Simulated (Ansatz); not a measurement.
ZnS — quadrupolar parameters

The cell is a COD entry, ions relaxed with PBE at fixed cell.

```cif
data_structure
_symmetry_space_group_name_H-M 'P 1'
_symmetry_Int_Tables_number 1
_cell_length_a 3.8227
_cell_length_b 3.8227
_cell_length_c 6.2607
_cell_angle_alpha 90.000
_cell_angle_beta 90.000
_cell_angle_gamma 120.000
_cell_volume 79.23
loop_
_atom_site_label
_atom_site_type_symbol
_atom_site_fract_x
_atom_site_fract_y
_atom_site_fract_z
_atom_site_occupancy
Zn1 Zn 0.33333 0.66667 0.00000 1
Zn2 Zn 0.66667 0.33333 0.50000 1
S3 S 0.33333 0.66667 0.37480 1
S4 S 0.66667 0.33333 0.87480 1
```

Sites (sets of like atoms) are named by element and the number of their first atom in this list.

Level of theory: DFT, PBEsol, plane waves and PAW, scalar-relativistic, 420 eV cutoff, Γ-centred 13×13×7 k-points, Fermi–Dirac smearing 0.02 eV (Ansatz 0.2.0).

C_Q = eQV_zz/h, which is 24.18 MHz for Q = 1 b and V_zz = 10²¹ V/m²; η = (V_xx − V_yy)/V_zz.

⁶⁷Zn: I = 5/2, Q = 122.0 mb; ³³S: I = 3/2, Q = -69.40 mb. Nuclear quadrupole moments: year-2017 set (Pyykkö).

**Question.** Which values are expected at the nuclei?

**Answer.** 

```csv
site,atoms (order as listed),first shell,V_zz (10²¹ V/m²),η,C_Q (MHz)
Zn,"1, 2",4 S at 2.34–2.35 Å,0.047,0.00,0.138
S,"3, 4",4 Zn at 2.34–2.35 Å,0.22,0.00,-0.376
```

An axis of threefold or higher order runs through Zn and S, so V_zz lies along it and η is zero.

The run took 13 s of wall time (12 s of CPU time) and 0.45 GiB at its peak, on 1 thread of Intel Xeon 6975P-C (Granite Rapids) (x86_64; 16 cores open to the job, memory cap 3.0 GiB, no GPU), a shared host with a load of 1.3 a core.
